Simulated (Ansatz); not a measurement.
System: zinc-blende ZnTe. Method: HSE06 (PAW; Ansatz, a quantum-chemistry and plane-wave program).

Numerical settings: plane-wave cutoff 460 eV, 8×8×8 k mesh, Fermi–Dirac smearing 0.01 eV, scalar-relativistic PAW data made under PBE.

Pressure at four volumes; x = ln(V/28.901 Å³). One pressure is withheld.

| V (Å³/atom) | x | P (GPa) |
|---|---|---|
| 27.572 | -0.0471 | 2.72 |
| 28.901 | 0.0000 | 0.18 |
| 29.748 | 0.0289 | -1.13 |
| 30.474 | 0.0530 | ? |

Problem. Pass a parabola P(x) through the three rows shown, estimate the bulk modulus and its pressure derivative near zero pressure, and predict the withheld pressure.

Solution. Slopes between the rows: (0.18 − (2.72))/(0.0000 − (-0.0471)) = -53.93 and (-1.13 − (0.18))/(0.0289 − (0.0000)) = -45.33 GPa. Their difference over the span 0.0760 is c = 8.60/0.0760 = 113.2 GPa, so P(x) = 2.72 + (-53.93)(x − (-0.0471)) + 113.2 (x − (-0.0471))(x − (0.0000)). At the middle row B = −dP/dx = −[-53.93 + 113.2 × 0.0471] = 48.6 GPa, and B′ = dB/dP = 2c/B = 4.7. At x = 0.0530 the parabola gives -2.08 GPa; the run gives -2.10 GPa. The Birch–Murnaghan fit to the energies at all volumes has B0 = 47.6 GPa and B′ = 4.5.

Measured, for comparison: bulk modulus 51 ± 3 GPa (room temperature, not corrected to a static lattice; as tabulated in Determination of phase transition pressures of ZnTe under quasihydrostatic …). Computed (rounded) less measured: bulk modulus -7 %.

Spin–orbit coupling is not included.
